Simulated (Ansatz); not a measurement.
PbO2 under changes of volume

One of the cells (13.151 Å³/atom); the others are scaled copies at fixed shape and fractional positions:

```
Pb O
1.0
     0.00000    2.70199    2.70199
     2.70199    0.00000    2.70199
     2.70199    2.70199    0.00000
Pb O
1 2
Direct
  0.00000 0.00000 0.00000
  0.75000 0.75000 0.75000
  0.25000 0.25000 0.25000
```

The cell comes from a database or a generator and needn't be the stable form of this composition.

```yaml
Program: Ansatz 0.2.0
Functional: r2SCAN
Potentials_or_basis: Ansatz PAW
Cutoff: "500 eV (not typed: the program's choice for these potentials)"
k_mesh: 9 × 9 × 9
Occupations: fermi-dirac, width 0.05 eV
Spin: no spin polarisation
```

```csv
volume (Å³/atom),energy over the lowest point (meV/atom),pressure (GPa)
12.362,0.86,2.4
12.625,0.00,-1.0
12.888,4.22,-4.0
13.151,13.01,-6.7
13.414,?,?
13.677,42.60,-11.2
13.940,62.50,-13.0
```

Q: What does the run at 13.414 Å³/atom give?

A: Energy over the lowest point 25.95 meV/atom; pressure -9.1 GPa.

Worked out: A Birch-Murnaghan fit of order 3 (a polynomial in V^(-2/3)) to the other rows has its minimum at 12.54 Å³/atom with B0 = V·E''(V) = 154 GPa and B' = 4.2. It gives 25.96 meV/atom at 13.414 Å³/atom, against the run's 25.95, and -dE/dV = -9.0 GPa, against -9.1.

Energies are extrapolated to zero smearing.

Caveats: the PAW data sets come from PBE, with cores solved anew for the run's functional, which leaves a small shift of forces and pressure.
